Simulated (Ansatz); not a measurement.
This run works on a generated trial structure, not on a known crystal.

Input and command of a plane-wave DFT calculation in Ansatz:

```yaml
crystal:
  lattice:
    - [5.08521739, 0.0, 0.0]
    - [0.0, 3.17826087, 0.0]
    - [0.0, 0.0, 5.50490931]
  atoms:
    - { symbol: Mg, position: [0.0, 0.0, 0.0] }
    - { symbol: Mg, position: [0.0, 0.5, 0.5] }
    - { symbol: O, position: [0.76, 0.0, 0.66666667] }
    - { symbol: O, position: [0.24, 0.0, 0.33333333] }
basis:
  ecutwfc: 420
kpoints:
  mp_grid: { grid: [4, 6, 4] }
hamiltonian:
  xc: pbe
scf:
  occupations: { method: gaussian, width: 0.1 }
  lower_state_search: "off"
output:
  forces: true
  stress: true
  eigenvalues: true
relax:
  adjacent_minimum: "off"
  f_tol: 0.04
  max_steps: 70
  cell: { stress_tol: 0.4 }
```

```bash
ansatz run input.yaml --threads 1 --pin off --max-ram 2560MiB --backend cpu --events-out ev --progress --plain --runs-dir out
```

Processor: Intel(R) Xeon(R) Processor @ 2.70GHz, 1 thread, on a host shared with other jobs.

Q: How long does it run, and how much memory does it take?

A: About 84 s, peak memory 0.4 GiB. It solves 20 bands at 40 k points (after reduction by symmetry) with about 897 plane waves (on the last cell), in 187 SCF iterations over 30 ionic steps.
